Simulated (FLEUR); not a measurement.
# InP (F-43m) in FLEUR: further runs

Aim: see how the results for InP move with the level of theory and the settings. Levels: r2SCAN, LDA. Tasks: band structure.

Everything below comes from runs of FLEUR MaX-R8.1 (later development tree). Logs are shortened: lines on timing, memory, paths and dates and some standing lists are left out, and cuts for length are marked.

**The experiment to reproduce.**

From a printed reference work, data compilation, for a bulk crystal of InP at 1.6 K: band gap 1.4236 eV (direct).

The results are compared with them further down.

## 1. The structure

It takes space group F-43m (No. 216, cubic). The conventional cell has a = 5.861 Å, b = 5.861 Å, c = 5.861 Å, α = 90.00°, β = 90.00°, γ = 90.00°. In (site symmetry -43m) has 4 P at 2.54 Å as nearest neighbours. P (site symmetry -43m) is surrounded by 4 In at 2.54 Å.

## 2. Band structure, r2SCAN

Input file inp.xml:

```xml
<?xml version="1.0" encoding="UTF-8" standalone="no"?>
<fleurInput fleurInputVersion="0.39">
   <comment>
      InP                                                                                                 
   </comment>
   <calculationSetup>
      <cutoffs Kmax="4.85" Gmax="15.0" GmaxXC="15.0" numbands="0"/>
      <scfLoop itmax="80" minDistance="0.0001" maxIterBroyd="30" imix="Anderson" alpha="0.05" precondParam="0.0" spinf="2.0" sdNocoIR="T"/>
      <coreElectrons ctail="F" frcor="F" kcrel="0" coretail_lmax="0"/>
      <xcFunctional name="LibXC" relativisticCorrections="F">
         <LibXCName exchange="mgga_x_r2scan" correlation="mgga_c_r2scan"/>
         <AuxGGA exchange="117" correlation="130"/>
      </xcFunctional>
      <magnetism jspins="1"/>
      <soc l_soc="F" theta="0.0" phi="0.0" spav="F"/>
      <expertModes spex="0" secvar="F"/>
      <geometryOptimization l_f="F" forcealpha="1.0" forcemix="BFGS" epsdisp="0.00001" epsforce="0.00001"/>
      <ldaU l_linMix="F" mixParam="0.05" spinf="1.0"/>
   </calculationSetup>
   <cell>
      <bzIntegration valenceElectrons="32.0" mode="hist" fermiSmearingEnergy="0.00183747">
         <kPointListSelection listName="default-1"/>
         <!-- k-points included here -->
[... 35 lines left out ...]
            <stateOccupation state="(3p1/2)" spinUp="0.500000" spinDown="0.500000"/>
            <stateOccupation state="(3p3/2)" spinUp="1.000000" spinDown="1.000000"/>
         </electronConfig>
         <energyParameters s="3" p="3" d="3" f="4"/>
         <lo type="SCLO" l="1" n="2" eDeriv="0"/>
         <lo type="SCLO" l="0" n="3" eDeriv="2"/>
         <lo type="SCLO" l="2" n="3" eDeriv="2"/>
         <lo type="SCLO" l="3" n="4" eDeriv="2"/>
      </species>
   </atomSpecies>
   <atomGroups>
      <atomGroup species="Indium (In)">
         <relPos label="                   1">.0000000000 .0000000000 .0000000000</relPos>
         <force calculate="T" relaxXYZ="TTT"/>
      </atomGroup>
      <atomGroup species="Phosphorous (P)">
         <relPos label="                   2">-1.000/4.000 -1.000/4.000 -1.000/4.000</relPos>
         <force calculate="T" relaxXYZ="TTT"/>
      </atomGroup>
   </atomGroups>
   <output dos="F" band="F" slice="F">
      <checks vchk="F" cdinf="F"/>
      <bandDOS minEnergy="-.5*Htr" maxEnergy="0.5*Htr" sigma="0.015" storeEVData="T"/>
      <vacuumDOS vacdos="F" integ="F" star="F" nstars="0" locx1="0.0" locy1="0.0" locx2="0.0" locy2="0.0" nstm="0" tworkf="0.0"/>
      <unfoldingBand unfoldBand="F" supercellX="1" supercellY="1" supercellZ="1"/>
      <plotting iplot="0" polar="F">
         <plot TwoD="T" vec1="  1.0  0.0  0.0" vec2="  0.0  1.0  0.0" vec3="  0.0  0.0  1.0" zero="  0.0  0.0  0.0" file="plot"/>
      </plotting>
      <chargeDensitySlicing numkpt="0" minEigenval="0.0" maxEigenval="0.0" nnne="0" pallst="F"/>
      <specialOutput eonly="F"/>
      <moessbauerParams electricFieldGradient="T" isomerShift="T" coreHyperfine="T" valenceHyperfine="T"/>
      <magneticCircularDichroism mcd="F" energyLo="-10.0" energyUp="0.0"/>
   </output>
  <!-- We include the file relax.xml here to enable relaxations (see documentation) -->
  <xi:include xmlns:xi="http://www.w3.org/2001/XInclude" href="relax.xml"> <xi:fallback/> </xi:include>
</fleurInput>
```

Input file crystal.txt:

```
InP
&input cartesian=F /
0.0000000000  2.9305000000  2.9305000000
2.9305000000  0.0000000000  2.9305000000
2.9305000000  2.9305000000  0.0000000000
1.8897261246
1.0 1.0 1.0

2
49 0.0000000000  0.0000000000  0.0000000000
15 0.7500000000  0.7500000000  0.7500000000

&kpt div1=8 div2=8 div3=8 gamma=T /
```

Input file inp.xml (bands):

```
<?xml version="1.0" encoding="UTF-8" standalone="no"?>
<fleurInput fleurInputVersion="0.39">
   <comment>
      InP                                                                                                 
   </comment>
   <calculationSetup>
      <cutoffs Kmax="4.85" Gmax="15.0" GmaxXC="15.0" numbands="0"/>
      <scfLoop itmax="80" minDistance="0.0001" maxIterBroyd="30" imix="Anderson" alpha="0.05" precondParam="0.0" spinf="2.0" sdNocoIR="T"/>
      <coreElectrons ctail="F" frcor="F" kcrel="0" coretail_lmax="0"/>
      <xcFunctional name="LibXC" relativisticCorrections="F">
         <LibXCName exchange="mgga_x_r2scan" correlation="mgga_c_r2scan"/>
         <AuxGGA exchange="117" correlation="130"/>
      </xcFunctional>
      <magnetism jspins="1"/>
      <soc l_soc="F" theta="0.0" phi="0.0" spav="F"/>
      <expertModes spex="0" secvar="F"/>
      <geometryOptimization l_f="F" forcealpha="1.0" forcemix="BFGS" epsdisp="0.00001" epsforce="0.00001"/>
      <ldaU l_linMix="F" mixParam="0.05" spinf="1.0"/>
   </calculationSetup>
   <cell>
      <bzIntegration valenceElectrons="32.0" mode="hist" fermiSmearingEnergy="0.00183747">
         <kPointListSelection listName="path-1"/>
         <!-- k-points included here -->
         <xi:include xmlns:xi="http://www.w3.org/2001/XInclude" href="kpts.xml"> </xi:include>
[... 35 lines left out ...]
            <stateOccupation state="(3p3/2)" spinUp="1.000000" spinDown="1.000000"/>
         </electronConfig>
         <energyParameters s="3" p="3" d="3" f="4"/>
         <lo type="SCLO" l="1" n="2" eDeriv="0"/>
         <lo type="SCLO" l="0" n="3" eDeriv="2"/>
         <lo type="SCLO" l="2" n="3" eDeriv="2"/>
         <lo type="SCLO" l="3" n="4" eDeriv="2"/>
      </species>
   </atomSpecies>
   <atomGroups>
      <atomGroup species="Indium (In)">
         <relPos label="                   1">.0000000000 .0000000000 .0000000000</relPos>
         <force calculate="T" relaxXYZ="TTT"/>
      </atomGroup>
      <atomGroup species="Phosphorous (P)">
         <relPos label="                   2">-1.000/4.000 -1.000/4.000 -1.000/4.000</relPos>
         <force calculate="T" relaxXYZ="TTT"/>
      </atomGroup>
   </atomGroups>
   <output dos="F" band="T" slice="F">
      <checks vchk="F" cdinf="F"/>
      <bandDOS minEnergy="-.5*Htr" maxEnergy="0.5*Htr" sigma="0.015" storeEVData="T"/>
      <vacuumDOS vacdos="F" integ="F" star="F" nstars="0" locx1="0.0" locy1="0.0" locx2="0.0" locy2="0.0" nstm="0" tworkf="0.0"/>
      <unfoldingBand unfoldBand="F" supercellX="1" supercellY="1" supercellZ="1"/>
      <plotting iplot="0" polar="F">
         <plot TwoD="T" vec1="  1.0  0.0  0.0" vec2="  0.0  1.0  0.0" vec3="  0.0  0.0  1.0" zero="  0.0  0.0  0.0" file="plot"/>
      </plotting>
      <chargeDensitySlicing numkpt="0" minEigenval="0.0" maxEigenval="0.0" nnne="0" pallst="F"/>
      <specialOutput eonly="F"/>
      <moessbauerParams electricFieldGradient="T" isomerShift="T" coreHyperfine="T" valenceHyperfine="T"/>
      <magneticCircularDichroism mcd="F" energyLo="-10.0" energyUp="0.0"/>
   </output>
  <!-- We include the file relax.xml here to enable relaxations (see documentation) -->
  <xi:include xmlns:xi="http://www.w3.org/2001/XInclude" href="relax.xml"> <xi:fallback/> </xi:include>
</fleurInput>
```

Potentials or basis: all-electron, FLAPW.

Run with:

```
$ inpgen -f crystal.txt -profile fastHighL
$ # inp.xml edited to the form shown
$ fleur_MPI
$ fleur_MPI   # second run, on inp.xml (bands)
```

Standard output:

```text
Welcome to FLEUR        (www.flapw.de)
      MaX-Release 8.1          (www.max-centre.eu)
 func_ids         498         497         498         497
 MetaGGA potential functional detected - V_tau will be computed
 Auxiliary Potential for radial basis: exchange=         117  correlation=         130
The functional 'Re-regularized SCAN exchange by Furness et al' is an exchange functional, it belongs to the 'MGGA' family and is defined in the reference(s):
[1] J. W. Furness, A. D. Kaplan, J. Ning, J. P. Perdew, and J. Sun.,  J. Phys. Chem. Lett. 11, 8208-8215 (2020)
[2] J. W. Furness, A. D. Kaplan, J. Ning, J. P. Perdew, and J. Sun.,  J. Phys. Chem. Lett. 11, 9248-9248 (2020)
The functional 'Re-regularized SCAN correlation by Furness et al' is a correlation functional, it belongs to the 'MGGA' family and is defined in the reference(s):
[1] J. W. Furness, A. D. Kaplan, J. Ning, J. P. Perdew, and J. Sun.,  J. Phys. Chem. Lett. 11, 8208-8215 (2020)
[2] J. W. Furness, A. D. Kaplan, J. Ning, J. P. Perdew, and J. Sun.,  J. Phys. Chem. Lett. 11, 9248-9248 (2020)
 Using same functional for VXC and EXC

 ========== k-point set info ==========
 Selected k-point list: default-1
 k-point list type: mesh
 8 x 8 x 8
 Number of k points: 29

 ------------Calculation Setup---------------------------
 Number of MPI-tasks      :            1
 Number of PE/node        :            1
 Number of OMP-threads    :            1
 Most efficient MPI parallelization for:
           1          29
 Additional eigenvalue parallelization possible
 Number of basis functions:          736
 Approximate size of matrices (H+S) per k-point:         0.016 GB
 --------------------------------------------------------
The functional 'Hammer, Hansen, and Norskov' is an exchange functional, it belongs to the 'GGA' family and is defined in the reference(s):
[1] B. Hammer, L. B. Hansen, and J. K. Nørskov.,  Phys. Rev. B 59, 7413 (1999)
The functional 'Perdew, Burke & Ernzerhof' is a correlation functional, it belongs to the 'GGA' family and is defined in the reference(s):
[1] J. P. Perdew, K. Burke, and M. Ernzerhof.,  Phys. Rev. Lett. 77, 3865 (1996)
[2] J. P. Perdew, K. Burke, and M. Ernzerhof.,  Phys. Rev. Lett. 78, 1396 (1997)
 Using same functional for VXC and EXC
 Using auxiliary GGA potential for the first iteration of MetaGGA calculation.
 Reset of history
 Reset of history
 Iteration:     1   Distance:      20.06829524 me/bohr^3
The functional 'Hammer, Hansen, and Norskov' is an exchange functional, it belongs to the 'GGA' family and is defined in the reference(s):
[1] B. Hammer, L. B. Hansen, and J. K. Nørskov.,  Phys. Rev. B 59, 7413 (1999)
The functional 'Perdew, Burke & Ernzerhof' is a correlation functional, it belongs to the 'GGA' family and is defined in the reference(s):
[1] J. P. Perdew, K. Burke, and M. Ernzerhof.,  Phys. Rev. Lett. 77, 3865 (1996)
[2] J. P. Perdew, K. Burke, and M. Ernzerhof.,  Phys. Rev. Lett. 78, 1396 (1997)
 Using same functional for VXC and EXC
 Iteration:     2   Distance:      18.82674117 me/bohr^3
The functional 'Hammer, Hansen, and Norskov' is an exchange functional, it belongs to the 'GGA' family and is defined in the reference(s):
[1] B. Hammer, L. B. Hansen, and J. K. Nørskov.,  Phys. Rev. B 59, 7413 (1999)
The functional 'Perdew, Burke & Ernzerhof' is a correlation functional, it belongs to the 'GGA' family and is defined in the reference(s):
[1] J. P. Perdew, K. Burke, and M. Ernzerhof.,  Phys. Rev. Lett. 77, 3865 (1996)
[2] J. P. Perdew, K. Burke, and M. Ernzerhof.,  Phys. Rev. Lett. 78, 1396 (1997)
 Using same functional for VXC and EXC
 Iteration:     3   Distance:      17.80855935 me/bohr^3
The functional 'Hammer, Hansen, and Norskov' is an exchange functional, it belongs to the 'GGA' family and is defined in the reference(s):
[1] B. Hammer, L. B. Hansen, and J. K. Nørskov.,  Phys. Rev. B 59, 7413 (1999)
The functional 'Perdew, Burke & Ernzerhof' is a correlation functional, it belongs to the 'GGA' family and is defined in the reference(s):
[1] J. P. Perdew, K. Burke, and M. Ernzerhof.,  Phys. Rev. Lett. 77, 3865 (1996)
[2] J. P. Perdew, K. Burke, and M. Ernzerhof.,  Phys. Rev. Lett. 78, 1396 (1997)
 Using same functional for VXC and EXC
 Iteration:     4   Distance:       5.47968974 me/bohr^3
The functional 'Hammer, Hansen, and Norskov' is an exchange functional, it belongs to the 'GGA' family and is defined in the reference(s):
[1] B. Hammer, L. B. Hansen, and J. K. Nørskov.,  Phys. Rev. B 59, 7413 (1999)
The functional 'Perdew, Burke & Ernzerhof' is a correlation functional, it belongs to the 'GGA' family and is defined in the reference(s):
[1] J. P. Perdew, K. Burke, and M. Ernzerhof.,  Phys. Rev. Lett. 77, 3865 (1996)
[2] J. P. Perdew, K. Burke, and M. Ernzerhof.,  Phys. Rev. Lett. 78, 1396 (1997)
 Using same functional for VXC and EXC
 Iteration:     5   Distance:       2.23484807 me/bohr^3
The functional 'Hammer, Hansen, and Norskov' is an exchange functional, it belongs to the 'GGA' family and is defined in the reference(s):
[1] B. Hammer, L. B. Hansen, and J. K. Nørskov.,  Phys. Rev. B 59, 7413 (1999)
The functional 'Perdew, Burke & Ernzerhof' is a correlation functional, it belongs to the 'GGA' family and is defined in the reference(s):
[1] J. P. Perdew, K. Burke, and M. Ernzerhof.,  Phys. Rev. Lett. 77, 3865 (1996)
[2] J. P. Perdew, K. Burke, and M. Ernzerhof.,  Phys. Rev. Lett. 78, 1396 (1997)
 Using same functional for VXC and EXC
 Iteration:     6   Distance:       0.97276416 me/bohr^3
The functional 'Hammer, Hansen, and Norskov' is an exchange functional, it belongs to the 'GGA' family and is defined in the reference(s):
[1] B. Hammer, L. B. Hansen, and J. K. Nørskov.,  Phys. Rev. B 59, 7413 (1999)
The functional 'Perdew, Burke & Ernzerhof' is a correlation functional, it belongs to the 'GGA' family and is defined in the reference(s):
[1] J. P. Perdew, K. Burke, and M. Ernzerhof.,  Phys. Rev. Lett. 77, 3865 (1996)
[2] J. P. Perdew, K. Burke, and M. Ernzerhof.,  Phys. Rev. Lett. 78, 1396 (1997)
 Using same functional for VXC and EXC
[... 19 lines left out ...]
[2] J. P. Perdew, K. Burke, and M. Ernzerhof.,  Phys. Rev. Lett. 78, 1396 (1997)
 Using same functional for VXC and EXC
 Iteration:    10   Distance:       0.01031349 me/bohr^3
The functional 'Hammer, Hansen, and Norskov' is an exchange functional, it belongs to the 'GGA' family and is defined in the reference(s):
[1] B. Hammer, L. B. Hansen, and J. K. Nørskov.,  Phys. Rev. B 59, 7413 (1999)
The functional 'Perdew, Burke & Ernzerhof' is a correlation functional, it belongs to the 'GGA' family and is defined in the reference(s):
[1] J. P. Perdew, K. Burke, and M. Ernzerhof.,  Phys. Rev. Lett. 77, 3865 (1996)
[2] J. P. Perdew, K. Burke, and M. Ernzerhof.,  Phys. Rev. Lett. 78, 1396 (1997)
 Using same functional for VXC and EXC
 Iteration:    11   Distance:       0.00312682 me/bohr^3
The functional 'Hammer, Hansen, and Norskov' is an exchange functional, it belongs to the 'GGA' family and is defined in the reference(s):
[1] B. Hammer, L. B. Hansen, and J. K. Nørskov.,  Phys. Rev. B 59, 7413 (1999)
The functional 'Perdew, Burke & Ernzerhof' is a correlation functional, it belongs to the 'GGA' family and is defined in the reference(s):
[1] J. P. Perdew, K. Burke, and M. Ernzerhof.,  Phys. Rev. Lett. 77, 3865 (1996)
[2] J. P. Perdew, K. Burke, and M. Ernzerhof.,  Phys. Rev. Lett. 78, 1396 (1997)
 Using same functional for VXC and EXC
 Iteration:    12   Distance:       0.00026169 me/bohr^3
The functional 'Hammer, Hansen, and Norskov' is an exchange functional, it belongs to the 'GGA' family and is defined in the reference(s):
[1] B. Hammer, L. B. Hansen, and J. K. Nørskov.,  Phys. Rev. B 59, 7413 (1999)
The functional 'Perdew, Burke & Ernzerhof' is a correlation functional, it belongs to the 'GGA' family and is defined in the reference(s):
[1] J. P. Perdew, K. Burke, and M. Ernzerhof.,  Phys. Rev. Lett. 77, 3865 (1996)
[2] J. P. Perdew, K. Burke, and M. Ernzerhof.,  Phys. Rev. Lett. 78, 1396 (1997)
 Using same functional for VXC and EXC
 Iteration:    13   Distance:       0.00022313 me/bohr^3
The functional 'Hammer, Hansen, and Norskov' is an exchange functional, it belongs to the 'GGA' family and is defined in the reference(s):
[1] B. Hammer, L. B. Hansen, and J. K. Nørskov.,  Phys. Rev. B 59, 7413 (1999)
The functional 'Perdew, Burke & Ernzerhof' is a correlation functional, it belongs to the 'GGA' family and is defined in the reference(s):
[1] J. P. Perdew, K. Burke, and M. Ernzerhof.,  Phys. Rev. Lett. 77, 3865 (1996)
[2] J. P. Perdew, K. Burke, and M. Ernzerhof.,  Phys. Rev. Lett. 78, 1396 (1997)
 Using same functional for VXC and EXC
 Iteration:    14   Distance:       0.00005786 me/bohr^3

 ********************************************************************
 Run finished successfully
 Stop message:
   all done
 ********************************************************************
```

It took 6.9 min on 1 thread of Intel Xeon at 2.50GHz (Skylake/Cascade Lake), shared host; peak memory 0.09 GiB.

Results:

```
Free energy                                           : -169407.2871 eV
Band gap on the k mesh                                : 1.17 eV, direct
Band gap along the path                               : 1.17 eV, direct
Valence electrons inside the program's atomic spheres : In 19.01; P 8.82 (radii In 2.42, P 2.02 bohr)
```

Levels at the corners of the path, in eV from the valence-band top:
| point | band 12 | band 13 | band 14 | band 15 | band 16 | band 17 | band 18 | band 19 | band 20 | band 21 |
| --- | --- | --- | --- | --- | --- | --- | --- | --- | --- | --- |
| Γ | -14.54 | -11.99 | 0.00 | 0.00 | 0.00 | 1.17 | 4.44 | 4.44 | 4.44 | 9.10 |
| X | -14.50 | -9.52 | -5.87 | -2.40 | -2.40 | 2.01 | 2.54 | 9.88 | 10.31 | 10.31 |
| W | -14.52 | -9.44 | -5.71 | -3.05 | -2.99 | 4.57 | 4.80 | 6.06 | 6.57 | 10.96 |
| K | -14.52 | -9.53 | -5.72 | -3.41 | -2.01 | 2.64 | 4.75 | 8.01 | 8.02 | 8.90 |
| Γ | -14.54 | -11.99 | 0.00 | 0.00 | 0.00 | 1.17 | 4.44 | 4.44 | 4.44 | 9.10 |
| L | -14.53 | -10.19 | -5.87 | -1.01 | -1.01 | 1.87 | 5.17 | 5.17 | 7.52 | 10.08 |
| U | -14.52 | -9.53 | -5.72 | -3.41 | -2.01 | 2.64 | 4.75 | 8.01 | 8.02 | 8.90 |
| W | -14.52 | -9.44 | -5.71 | -3.05 | -2.99 | 4.57 | 4.80 | 6.06 | 6.57 | 10.96 |
| L | -14.53 | -10.19 | -5.87 | -1.01 | -1.01 | 1.87 | 5.17 | 5.17 | 7.52 | 10.08 |
| K | -14.52 | -9.53 | -5.72 | -3.41 | -2.01 | 2.64 | 4.75 | 8.01 | 8.02 | 8.90 |
| U | -14.52 | -9.53 | -5.72 | -3.41 | -2.01 | 2.64 | 4.75 | 8.01 | 8.02 | 8.90 |
| X | -14.50 | -9.52 | -5.87 | -2.40 | -2.40 | 2.01 | 2.54 | 9.88 | 10.31 | 10.31 |

Core levels (eV from the Fermi level):
```
atom                                                                                                                             levels
1 In  1s1/2 -27733.9, 2s1/2 -4147.3, 2p1/2 -3866.7, 2p3/2 -3655.9, 3s1/2 -783.2, 3p1/2 -670.0, 3p3/2 -631.9, 3d3/2 -432.1, 3d5/2 -424.2
 2 P                                                                                                        1s1/2 -2077.7, 2s1/2 -167.5
```

Caveat: the meta-GGA is that of a development version, with a GGA for the radial functions and cores and without core tails; spin-orbit coupling is left out, which moves the levels of the heavy elements.

[end of part 1 of 2]
